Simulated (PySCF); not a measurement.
Molecule: SMILES c1ccc(C=O)cc1, C7H6O.

Bonds (- single, = double, # triple, : aromatic): O1=C2, C2-C3, C3:C4, C4:C5, C5:C6, C6:C7, C7:C8, C8:C3. C2 carries H9; C4 carries H10; C5 carries H11; C6 carries H12; C7 carries H13; C8 carries H14.

Frames of a GFN2-xTB Langevin trajectory at 400 K; GIAO PBE0/pcSseg-1 shieldings in PySCF 2.14, gas phase, non-relativistic; equivalent atoms averaged within each frame.

Chemical shifts δ = σref − σ; ¹⁷O (σref 336.08) vs H2O; ¹³C (σref 186.93), ¹H (σref 31.72) against TMS, all at this level. The references are static minima.

How do the shifts (ppm) fluctuate along the trajectory?

## Answers


```tsv
time (fs)	O1	C2	C3	C4/C8	C6	C5/C7	H9	H10/H14	H12	H11/H13
optimised geometry	664.5	196.0	140.8	137.0	140.3	134.3	10.21	8.25	7.90	7.86
250	705.8	200.2	150.0	141.3	139.1	135.5	10.98	8.27	8.13	7.91
425	693.5	202.1	141.6	135.3	142.0	136.6	10.55	8.38	8.09	7.98
625	664.7	197.1	157.4	141.4	132.2	135.6	10.69	8.39	8.08	7.72
800	750.0	207.1	151.1	139.7	146.1	140.0	9.89	8.46	8.87	8.11
1000	637.6	183.9	137.7	142.1	142.9	134.2	9.82	7.86	8.43	8.46
mean of frames	690.3	198.1	147.6	140.0	140.5	136.4	10.38	8.27	8.32	8.04
standard deviation	42.6	8.7	7.9	2.8	5.2	2.2	0.51	0.24	0.34	0.28
```

5 frames give an uncertainty of the mean of about the standard deviation over 2.2 at best, since frames this close in time may not be independent; classical motion lacks zero-point vibration, and the reference would need the same averaging.
